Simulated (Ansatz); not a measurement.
Crystal: Si2Ni.

```
Ni Si
1.0
     0.00000    2.70300    2.70300
     2.70300    0.00000    2.70300
     2.70300    2.70300    0.00000
Ni Si
1 2
Direct
  0.00000 0.00000 0.00000
  0.75000 0.75000 0.75000
  0.25000 0.25000 0.25000
```

| Quantity | Value |
| --- | --- |
| Program | Ansatz 0.2.0 |
| Task | relaxation of cell and atoms |
| Functional | revPBE |
| Dispersion | D3(BJ) |
| Potentials or basis | Ansatz PAW |
| Cutoff | 420 eV (not typed: the program's choice for these potentials) |
| k mesh | 9 × 9 × 9 |
| Occupations | fermi-dirac, width 0.05 eV |
| Spin | collinear spin, ferromagnetic start |
| Starting moments | [1.0, 0.0, 0.0] μB |

At the start: volume 13.17 Å³/atom.

Q: How do energy, volume and symmetry change on relaxing?

A: It ends after 5 steps and the volume is 12.72 Å³/atom (-3.4 %); space group Fm-3m (No. 225, to 0.05 Å); moment 0.00 μB per cell.

Step by step:
```
step  energy change (eV)  largest force (eV/Å)  volume (Å³)
   1              0.0000                0.0000        39.50
   2             -0.0170                0.0000        38.79
   3             -0.0221                0.0000        38.14
   4             -0.0221                0.0000        38.17
   5             -0.0217                0.0000        38.17
```

Final structure:
```yaml
crystal:
  lattice:
    - [0.00000, 2.67233, 2.67233]
    - [2.67233, 0.00000, 2.67233]
    - [2.67233, 2.67233, 0.00000]
  atoms:
    - { symbol: Ni, position: [0.00000, 0.00000, 0.00000] }
    - { symbol: Si, position: [0.75000, 0.75000, 0.75000] }
    - { symbol: Si, position: [0.25000, 0.25000, 0.25000] }
```

Caveat: the plane-wave basis is chosen anew once the cell has moved, so the energies of steps on either side of that aren't comparable; the PAW data sets come from PBE, with cores solved anew for the run's functional, which leaves a small shift of forces and pressure; the starting moments weren't kept.
